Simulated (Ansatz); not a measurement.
# Stack of 1T-MgI2 under antimonene, shifted by a third of the diagonal in a perpendicular field

What dipole does a perpendicular field induce in the stack of 1T-MgI2 under antimonene, shifted by a third of the diagonal, and does the gap follow? A positive field points along +c.

Method: plane-wave DFT, PBE-D3(BJ), Ansatz PAW, in Ansatz 0.2.0.

## Step 1: Starting point

The cell holds 5 atoms: 2 I, 1 Mg and 2 Sb. Its edges and angles: a = 4.160 Å, b = 4.160 Å, c = 45.792 Å, α = 90.0°, β = 90.0°, γ = 120.0°. Regions: layer 1: 1T-MgI2, 3 atoms (2 I and 1 Mg); layer 2: antimonene, 2 atoms (2 Sb). Vacuum lies along c.

## Step 2: Relaxing the slab

The starting cell is a guess, so the in-plane lattice and the atoms are relaxed first, with the slab cut off from its images along the normal.

The input, input.yaml:

```yaml
crystal:
  lattice:
    - [4.16, 0.0, 0.0]
    - [-2.08, 3.6026656797, 0.0]
    - [0.0, 0.0, 45.7921035866]
  atoms:
    - { symbol: I, position: [0.6666666667, 0.3333333333, 0.4192862633] }
    - { symbol: Mg, position: [0.0, 0.0, 0.4475892171] }
    - { symbol: I, position: [0.3333333333, 0.6666666667, 0.4758921709] }
    - { symbol: Sb, position: [0.0, 0.0, 0.5446813235] }
    - { symbol: Sb, position: [0.6666666667, 0.3333333333, 0.5807137367] }
  periodic: [true, true, false]
kpoints:
  mp_grid: { grid: [12, 12, 1] }
hamiltonian:
  xc: pbe
  dispersion: d3bj
scf:
  occupations: { method: fermi_dirac, width: 0.05 }
  convergence: { dr2_threshold: 1.0e-09 }
relax:
  f_tol: 0.004
  max_steps: 90
  cell: {}
output:
  write_potential: true
  write_density: true
  volumetric_format: npy
```

The run is started by

```bash
> ansatz run input.yaml --threads 2 --pin off --max-ram 3072MiB --backend cpu --events-out ev --progress --plain --runs-dir out
```

Numbers of over 12 decimals in the logs are rounded to 6 here.

Log:

```text
Warning: relax.cell: scf.convergence.dr2_threshold = 1e-9 eV is looser than the 1.65297306824e-10 eV advised for a relaxation that steers and ends on the stress (1e-10 eV for each atom of the cell: 5, times the square of relax.cell.stress_2d_tol = 0.05 N/m over 17.4 Å (the atoms' height at the walk's start and 5 Å past either face), 2.875e-2 GPa, over a crystal's default 0.05). What an SCF threshold leaves in a stress goes as its square root, and in the free energy as the threshold itself, and one threshold admits the most on a small cell: [figures from the program's tests cut] Set scf.convergence.dr2_threshold to 1.65297306824e-10 eV or tighter. [rest of the remark cut]
Engine: ansatz 0.2.0, x86_64-unknown-linux-gnu
Pseudopotentials: kind: paw
Pseudopotential: I, paw, valence charge 17, recommended cutoff 420 eV (normal), I.paw.azcp
Pseudopotential: Mg, paw, valence charge 10, recommended cutoff 420 eV (normal), Mg.paw.azcp
Pseudopotential: Sb, paw, valence charge 15, recommended cutoff 420 eV (normal), Sb.paw.azcp
Functional definition: PBE
  parameter kappa = 0.804
  parameter beta = 0.066725
  exchange = pbe_x(kappa = kappa, mu = beta*pi^2/3)
  correlation = pbe_c(beta = beta)
Crystal: 5 atoms, lattice volume = 686.290 Å³
Basis set: ecut = 420 eV, 13251 PW (Γ), exchange–correlation on 60×60×640 points (8 copies of the dense FFT grid, shifted against one another)
Bands: 45, of which v1, the nominal top of the filled ones, is band 37 counted from 1 (36 counted from 0)
Symmetry: 6 space group operations
Space group: P3m1 (ITA 156), of the structure as read, at distance tolerance 8.8e-5 Å
k-points: 19 of 144 (time reversal used)
Non-local potential: I, projectors of the file, l = 0: 2, l = 1: 2, l = 2: 2, l = 3: 2
Non-local potential: Mg, projectors of the file, l = 0: 3, l = 1: 2, l = 2: 1
Non-local potential: Sb, projectors of the file, l = 0: 2, l = 1: 2, l = 2: 2, l = 3: 2
PAW form: soft (Blöchl's): semilocal exchange-correlation on the pseudo side does not see the compensation charge
PAW one-centre angular grid: I, 590 points (default); XC on 64 Gauss nodes
PAW one-centre angular grid: Mg, 110 points (default); XC on 64 Gauss nodes
PAW one-centre angular grid: Sb, 590 points (default); XC on 64 Gauss nodes
Initial density: superposition of atomic densities (neutral atoms: chi_scale 0, normalization atom), corrected by the library's trained network
Initial wavefunctions: pseudopotential atomic-orbital guess
Functional: x = pbe(κ = 0.804, μ = 0.219515), c = pbe(β = 0.066725)
SCF iter   1: F=—  HF=-29922.141780 eV  |F-HF|=—  |Δ(HF+E_count)|=         —  Δρ=5.61e-4  dr2=1.51e-2  ethr=1.77e-3  ⟨swp⟩=22.5  Hψ=6431  notcnv=0  defer=4
preconditioner: auto → Resta (q_TF=auto, 1.882 Å⁻¹)  ε∞=1.6  [insulator: Δε(μ)=1.466 eV  Ē_g=9.293 eV  σ=0.050 eV  W_gap=1.00  n_scr=92 (ndim 8)  ℏωp=7.2 eV  f_vac=0.752  D(μ)=0.00/eV (n_scr^D=0)  ε∞_Penn≈1.6  vacuum switching on, ρ_ref=6.3e-3 e/Å³]
SCF iter   2: F=—  HF=-29922.136745 eV  |F-HF|=—  |Δ(HF+E_count)|=   5.04e-3  Δρ=4.96e-4  dr2=1.09e-2  ethr=2.04e-5  ⟨swp⟩=4.4  Hψ=2389  notcnv=0  defer=44
SCF iter   3: F=—  HF=-29922.136566 eV  |F-HF|=—  |Δ(HF+E_count)|=   1.79e-4  Δρ=2.96e-4  dr2=7.65e-3  ethr=1.48e-5  ⟨swp⟩=2.3  Hψ=1035  notcnv=0  defer=44
SCF iter   4: F=—  HF=-29922.136188 eV  |F-HF|=—  |Δ(HF+E_count)|=   3.78e-4  Δρ=1.51e-4  dr2=5.03e-4  ethr=1.03e-5  ⟨swp⟩=2.4  Hψ=872  notcnv=0  defer=44
SCF iter   5: F=—  HF=-29922.136352 eV  |F-HF|=—  |Δ(HF+E_count)|=   1.64e-4  Δρ=8.14e-5  dr2=9.01e-5  ethr=6.79e-7  ⟨swp⟩=2.9  Hψ=1111  notcnv=0  defer=44
SCF iter   6: F=—  HF=-29922.136439 eV  |F-HF|=—  |Δ(HF+E_count)|=   8.63e-5  Δρ=2.91e-5  dr2=7.82e-6  ethr=1.22e-7  ⟨swp⟩=2.8  Hψ=1559  notcnv=0  defer=44
SCF iter   7: F=—  HF=-29922.136444 eV  |F-HF|=—  |Δ(HF+E_count)|=   5.33e-6  Δρ=6.34e-6  dr2=3.24e-7  ethr=1.06e-8  ⟨swp⟩=3.1  Hψ=1617  notcnv=0  defer=44
SCF iter   8: F=—  HF=-29922.136303 eV  |F-HF|=—  |Δ(HF+E_count)|=   1.41e-4  Δρ=1.76e-6  dr2=2.78e-8  ethr=4.38e-10  ⟨swp⟩=3.4  Hψ=1510  notcnv=0  defer=44
SCF iter   9: F=—  HF=-29922.136303 eV  |F-HF|=—  |Δ(HF+E_count)|=   1.13e-7  Δρ=4.92e-7  dr2=2.69e-9  ethr=3.76e-11  ⟨swp⟩=2.9  Hψ=1600  notcnv=0  defer=44
SCF iter  10: F=-29922.136303 eV  HF=-29922.136303 eV  |F-HF|=2.89e-9  |Δ(HF+E_count)|=   1.13e-8  Δρ=2.00e-7  dr2=4.87e-10  ethr=1.35e-12  ⟨swp⟩=12.3  Hψ=5791  notcnv=0
SCF 1 converged in 10 iterations: F = -29922.136303 eV  dr2 = 4.87e-10
  greatest PAW one-centre occupation: 1.000 electrons in one spin orbital (limit 2), on the Mg atom at site 1 (counted from 0), in its partial waves of l = 0
relax step   1: F+E_penalty+E_count = -29922.13630323 eV  Δ(F+E_penalty+E_count) = +0.000e0 eV  max|allowed force component| = 2.487e0 eV/Å  Δτ_max = 0.0000 Å  P = +4.133 N/m  Ω = 686.290 Å³  fix = [c, alpha, beta]  reactions: c +0.000 N/m  (10 SCF iters, accepted)
Crystal: 5 atoms, lattice volume = 690.488 Å³
Basis set: ecut = 420 eV, 13275 PW (Γ), exchange–correlation on 60×60×640 points (8 copies of the dense FFT grid, shifted against one another)
Initial density: handed on by an earlier stage of this run
Initial wavefunctions: those handed on with the density
iter 1 solved again at ethr=5.97e-5 eV; its pass at ethr=3.10e-3 eV (dr2=4.41e-2 eV) is discarded
SCF iter   1: F=—  HF=-29922.808243 eV  |F-HF|=—  |Δ(HF+E_count)|=         —  Δρ=2.12e-3  dr2=3.68e-2  ethr=5.97e-5  ⟨swp⟩=3.9  Hψ=5664  notcnv=0
preconditioner: auto → Resta (q_TF=auto, 1.880 Å⁻¹)  ε∞=1.6  [insulator: Δε(μ)=1.505 eV  Ē_g=9.197 eV  σ=0.050 eV  W_gap=1.00  n_scr=92 (ndim 8)  ℏωp=7.2 eV  f_vac=0.747  D(μ)=0.00/eV (n_scr^D=0)  ε∞_Penn≈1.6  vacuum switching on, ρ_ref=6.1e-3 e/Å³]
SCF iter   2: F=—  HF=-29922.802113 eV  |F-HF|=—  |Δ(HF+E_count)|=   6.13e-3  Δρ=1.09e-3  dr2=1.04e-2  ethr=4.98e-5  ⟨swp⟩=4.1  Hψ=1449  notcnv=0
SCF iter   3: F=—  HF=-29922.803652 eV  |F-HF|=—  |Δ(HF+E_count)|=   1.54e-3  Δρ=7.04e-4  dr2=2.54e-2  ethr=1.41e-5  ⟨swp⟩=4.3  Hψ=1850  notcnv=0  defer=2  recentre
SCF iter   4: F=—  HF=-29922.801542 eV  |F-HF|=—  |Δ(HF+E_count)|=   2.11e-3  Δρ=3.37e-4  dr2=3.29e-3  ethr=1.41e-5  ⟨swp⟩=2.6  Hψ=1130  notcnv=0  defer=20
SCF iter   5: F=—  HF=-29922.801343 eV  |F-HF|=—  |Δ(HF+E_count)|=   1.99e-4  Δρ=8.83e-5  dr2=4.90e-5  ethr=4.45e-6  ⟨swp⟩=2.7  Hψ=990  notcnv=0  defer=20
SCF iter   6: F=—  HF=-29922.801350 eV  |F-HF|=—  |Δ(HF+E_count)|=   6.71e-6  Δρ=2.88e-5  dr2=1.87e-5  ethr=6.62e-8  ⟨swp⟩=3.5  Hψ=1658  notcnv=0  defer=20
SCF iter   7: F=—  HF=-29922.801355 eV  |F-HF|=—  |Δ(HF+E_count)|=   4.78e-6  Δρ=1.21e-5  dr2=9.69e-7  ethr=2.53e-8  ⟨swp⟩=2.8  Hψ=1069  notcnv=0  defer=20
[...]
relax step   4: F+E_penalty+E_count = -29923.00075329 eV  Δ(F+E_penalty+E_count) = -4.055e-2 eV  max|allowed force component| = 1.402e-1 eV/Å  Δτ_max = 0.1942 Å  P = -0.423 N/m  Ω = 680.647 Å³  energy of the carried Pulay correction = +1.739e-4 eV  fix = [c, alpha, beta]  reactions: c -0.000 N/m  (10 SCF iters, accepted)
[...]
relax step   5: F+E_penalty+E_count = -29923.00743221 eV  Δ(F+E_penalty+E_count) = -6.679e-3 eV  max|allowed force component| = 1.033e-1 eV/Å  Δτ_max = 0.0725 Å  P = -0.251 N/m  Ω = 669.840 Å³  energy of the carried Pulay correction = +5.111e-4 eV  fix = [c, alpha, beta]  reactions: c -0.000 N/m  (10 SCF iters, accepted)
[...]
relax step   6: F+E_penalty+E_count = -29923.00971716 eV  Δ(F+E_penalty+E_count) = -2.285e-3 eV  max|allowed force component| = 3.626e-2 eV/Å  Δτ_max = 0.0348 Å  P = -0.171 N/m  Ω = 670.121 Å³  energy of the carried Pulay correction = +5.023e-4 eV  fix = [c, alpha, beta]  reactions: c -0.000 N/m  (9 SCF iters, accepted)
[...]
relax step   7: F+E_penalty+E_count = -29923.00968786 eV  Δ(F+E_penalty+E_count) = +2.930e-5 eV  max|allowed force component| = 8.195e-2 eV/Å  Δτ_max = 0.0109 Å  P = +0.080 N/m  Ω = 668.137 Å³  energy of the carried Pulay correction = +5.647e-4 eV  fix = [c, alpha, beta]  (8 SCF iters, rejected (line search))
[...]
relax step   8: F+E_penalty+E_count = -29923.01005831 eV  Δ(F+E_penalty+E_count) = -3.411e-4 eV  max|allowed force component| = 8.524e-3 eV/Å  Δτ_max = 0.0023 Å  P = -0.018 N/m  Ω = 668.271 Å³  energy of the carried Pulay correction = +5.605e-4 eV  fix = [c, alpha, beta]  reactions: c -0.000 N/m  (8 SCF iters, accepted)
[...]
relax step   9: F+E_penalty+E_count = -29923.01006738 eV  Δ(F+E_penalty+E_count) = -9.072e-6 eV  max|allowed force component| = 1.027e-3 eV/Å  Δτ_max = 0.0030 Å  P = -0.003 N/m  Ω = 668.222 Å³  energy of the carried Pulay correction = +5.621e-4 eV  fix = [c, alpha, beta]  reactions: c -0.000 N/m  (7 SCF iters, accepted)
Initial wavefunctions: pseudopotential atomic-orbital guess (no wavefunctions were taken with the density)
iter 1 solved again at ethr=8.09e-7 eV; its pass at ethr=3.10e-3 eV (dr2=5.99e-4 eV) is discarded
SCF iter   1: F=—  HF=-29923.009433 eV  |F-HF|=—  |Δ(HF+E_count)|=         —  Δρ=1.12e-5  dr2=1.56e-7  ethr=8.09e-7  ⟨swp⟩=5.0  Hψ=8942  notcnv=0
eigensolver tolerance schedule: the retry pair's looser diagonalisation over-reported the residual by 3834.50 of it (diagonalisation noise at an unbounded share of the residual, at the tolerance the schedule requests for it); recorded, not acted on — ethr = c·dr2/N_el stays at c = 1.0e-1
SCF iter   2: F=—  HF=-29923.009482 eV  |F-HF|=—  |Δ(HF+E_count)|=   4.95e-5  Δρ=4.58e-6  dr2=2.34e-8  ethr=2.11e-10  ⟨swp⟩=5.2  Hψ=2718  notcnv=0
SCF iter   3: F=—  HF=-29923.009482 eV  |F-HF|=—  |Δ(HF+E_count)|=   6.26e-8  Δρ=1.70e-6  dr2=4.12e-8  ethr=3.16e-11  ⟨swp⟩=3.8  Hψ=1848  notcnv=0
SCF iter   4: F=—  HF=-29923.009482 eV  |F-HF|=—  |Δ(HF+E_count)|=   6.58e-9  Δρ=1.12e-6  dr2=4.84e-8  ethr=3.16e-11  ⟨swp⟩=2.8  Hψ=1172  notcnv=0
SCF iter   5: F=—  HF=-29923.009482 eV  |F-HF|=—  |Δ(HF+E_count)|=   2.31e-9  Δρ=4.09e-7  dr2=3.07e-9  ethr=3.16e-11  ⟨swp⟩=2.5  Hψ=996  notcnv=0
SCF iter   6: F=-29923.009482 eV  HF=-29923.009482 eV  |F-HF|=3.13e-10  |Δ(HF+E_count)|=  2.66e-10  Δρ=1.05e-7  dr2=1.67e-10  ethr=1.35e-12  ⟨swp⟩=15.5  Hψ=6342  notcnv=0
SCF 10 converged in 6 iterations: F = -29923.009482 eV  dr2 = 1.67e-10
relax step  10: F+E_penalty+E_count = -29923.00948225 eV  Δ(F+E_penalty+E_count) = +5.851e-4 eV  max|allowed force component| = 1.092e-3 eV/Å  Δτ_max = 0.0000 Å  P = -0.002 N/m  Ω = 668.222 Å³  fix = [c, alpha, beta]  reactions: c -0.000 N/m  stress off target by 1.74e-3 N/m on what of the cell is left free  SCF on the basis re-selected at this cell (its energy is not comparable with the rows above)  (6 SCF iters)
basis re-selected at this cell: Δ(F+E_penalty+E_count) = +5.851e-4 eV, ΔP = +0.002 N/m vs the last step (what re-selecting the basis moved, of the pressure what is left beyond the Pulay correction that the steps carried, after the strain that the cell walked since its last selection, with what the two solves' SCF thresholds leave and, on support functions, any second-order correction that the steps lacked; it is no m [...]
WARN: The output density's exchange-correlation potential varies sharply where the density is thin. Do not read a vacuum level from v_tot or v_xc, or from such a field of the output density. On a cell that repeats whose density bears no net charge and no dipole along the vacuum's axis use v_es (v_loc + v_h of the components); under efield.dipole_correction with no amplitude use v_es + v_field, which holds any externa [...]
SCF converged after 6 iterations
Free energy (F): -29923.009482 eV
Harris-Foulkes:  -29923.009482 eV  (|F-HF|=3.13e-10)
Internal energy: -29923.009482 eV  (E = F + TS)
E sigma→0 (E₀):  -29923.009482 eV
Entropy (-TS):   -0.000000 eV (-0.000 meV/atom)
Fermi energy:    -4.055883 eV
--- Per-component energies (eV) ---
  E_band       = -2376.532433
  E_kinetic    = 867.315910
  E_local      = -273094.517286  (includes V_loc(G=0)·N_el)
  E_nonlocal   = 638.583550
  E_hartree    = 135775.210013
  E_xc         = -561.453740
  E_vxc        = -486.244719  (∫ρ·V_xc dr)
  E_paw        = -19076.672380  (= ΣΔE_a)
  E_vpaw       = -1852.093216  (= ΣTr[D̂ρ^β])
  E_aug_tail   = -0.000040  (compensation charges beyond the density's cutoff)
  E_ewald      = 125529.962337
  E_disp       = -1.437847  (pairwise vdW)
  E_smearing   = -0.000000  (= −TS)
  E_closure    = 0.000000  (closes the sum)
  Σ components = -29923.009482   (vs F -29923.009482, Δ=0.00e0)
--- Forces (eV/Å), atoms counted from 1 ---
  atom   1  I     -0.00000000    -0.00000000    -0.00023626
  atom   2  Mg     0.00000000    -0.00000000    -0.00011260
  atom   3  I      0.00000000     0.00000000     0.00044913
  atom   4  Sb     0.00000000     0.00000000    -0.00109165
  atom   5  Sb    -0.00000000    -0.00000000     0.00099195
  max |Σ_I F_I| component: 5.70e-7 eV/Å
--- 2D stress c σ (N/m, compression-positive) ---
       -0.001741      -0.000000      -0.000000
       -0.000000      -0.001741      -0.000000
       -0.000000      -0.000000      -0.000000
  P = ½ c Tr σ = -0.0017 N/m
--- Band table (eV; the first three rows and the last of 19) ---
  k-point 0: bands = [... 33 lower, -6.4488, -5.1047, -4.7015, -4.7015, -3.0573, -2.0319, -1.9089, -1.9089, ... 4 higher]
  k-point 1: bands = [... 33 lower, -6.4695, -5.4166, -5.0522, -4.8721, -2.5862, -2.0354, -1.7456, -1.7451, ... 4 higher]
  k-point 2: bands = [... 33 lower, -6.5538, -6.4240, -5.2507, -5.0331, -2.8913, -1.5859, -1.4307, -1.3412, ... 4 higher]
  k-point 18: bands = [... 33 lower, -7.3450, -7.3430, -6.5327, -6.5074, -3.1632, -2.1407, -1.3780, -0.9909, ... 4 higher]
  the weakly bound empty levels are not read free of the cell's end (no_gap_told)
--- Relaxed structure (9 steps of the walk, 8 accepted, 1 SCFs on fresh bases) ---
  F+E_penalty+E_count = -29923.00948225 eV   max|allowed force component| = 1.092e-3 eV/Å   (the final SCF, on the basis selected at the relaxed cell)
  cell:  # Å, volume = 668.2215 Å³
    - [4.104872, 0, 0]
    - [-2.052436, 3.554923, 0]
    - [0, 0, 45.7921035866]
  atoms:
    - { symbol: I, position: [0.666667, 0.333333, 0.405213] }
    - { symbol: Mg, position: [-2.497553411973453e-17, -1.7384526180394303e-17, 0.442101] }
    - { symbol: I, position: [0.333333, 0.666667, 0.478952] }
    - { symbol: Sb, position: [-2.169963203580073e-17, -1.08327220125267e-17, 0.553122] }
    - { symbol: Sb, position: [0.666667, 0.333333, 0.588774] }
```

Elapsed: 6.6 min, on 2 threads of Intel Xeon at 2.70GHz, shared host; peak memory 1.1 GiB.

The steps of the relaxation:

| step | energy less that of the first step (eV) | largest force component (eV/Å) | volume (Å³) |
| --- | --- | --- | --- |
| 1 | 0.0000 | 2.4871 | 686.29 |
| 2 | -0.6649 | 0.9714 | 690.49 |
| 3 | -0.8239 | 0.2879 | 686.53 |
| 4 | -0.8645 | 0.1402 | 680.65 |
| 5 | -0.8711 | 0.1033 | 669.84 |
| 6 | -0.8734 | 0.0363 | 670.12 |
| 7 | -0.8734 | 0.0820 | 668.14 |
| 8 | -0.8738 | 0.0085 | 668.27 |
| 9 | -0.8738 | 0.0010 | 668.22 |
| 10* | -0.8732 | 0.0011 | 668.22 |

Relaxation steps marked * repeat the geometry before them on a plane-wave basis chosen anew for their cell, so energy and pressure can jump there. Relaxation step 7 was tried and not accepted.

Forces are held to the 6 operations that the run works with; a distortion that breaks them can't arise in this run.

```
cell as run  before  after  change
      a (Å)   4.160  4.105  -1.3 %
      b (Å)   4.160  4.105  -1.3 %
```

The atoms that moved most (Å, along periodic axes as changes of fractional coordinates times the final cell, across vacuum about the mean position):

```
atom     dx     dy      dz  length
  I1  0.000  0.000  -0.644   0.644
 Sb4  0.000  0.000   0.387   0.387
 Sb5  0.000  0.000   0.369   0.369
 Mg2  0.000  0.000  -0.251   0.251
  I3  0.000  0.000   0.140   0.140
```

Final coordinates:

```xyz
5
Lattice="4.1049 0.0000 0.0000 -2.0524 3.5549 0.0000 0.0000 0.0000 45.7921" Properties=species:S:1:pos:R:3
I     2.0524    1.1850   18.5556
Mg    0.0000    0.0000   20.2447
I     0.0000    2.3699   21.9322
Sb    0.0000    0.0000   25.3286
Sb    2.0524    1.1850   26.9612
```

The lattice constant a goes from 4.160 to 4.105 Å.

(Continued in part 2 of 2.)

[Logs are printed without paths, hosts, clocks, repeated set-up lines and the standing remarks that a program may print on its own settings, such as how far it seeks lower states.]

[Hosts, paths, dates, database ids (printed as entryN), source tags and the programs' standing remarks are cut or masked in the printed files.]

[Maps of the electrostatic potential energy from Ansatz leave out the sawtooth potential of an applied field or a dipole correction, so their vacuum need not be flat; planar profiles and work functions include it.]
